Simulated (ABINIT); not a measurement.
HgTe (Coloradoite), 2 atoms in the cell. The structure is cubic, space group F-43m (No. 216). Conventional cell: a = 5.861 Å, b = 5.861 Å, c = 5.861 Å, α = 90.00°, β = 90.00°, γ = 90.00°. Hg (site symmetry -43m) has 4 Te at 2.54 Å as nearest neighbours. Around Te (site symmetry -43m) lie 4 Hg at 2.54 Å.  The cell isn't the ideal one: cell relaxed.

- Program: ABINIT 10.8.3 (patched build)
- Task: single point
- Functional: LDA
- Potentials or basis: HGH LDA
- Cutoff: 435 eV
- k mesh: 5 × 5 × 5
- Occupations: fermi-dirac, width 0.05 eV
- Spin: no spin polarisation

Potentials or basis: HGH LDA.

Launch:

```sh
$ abinit run.abi > log 2>&1
```

Hardware: 1 thread of Arm Neoverse V1, on a shared host.

Q: Estimate the wall time of this run.

A: It took 2.2 s on 1 thread of Arm Neoverse V1, with other jobs on the host, peak memory 0.07 GiB. Counts: scf iterations 8, mpi ranks 1, k points 10, bands 8, plane waves 1047.
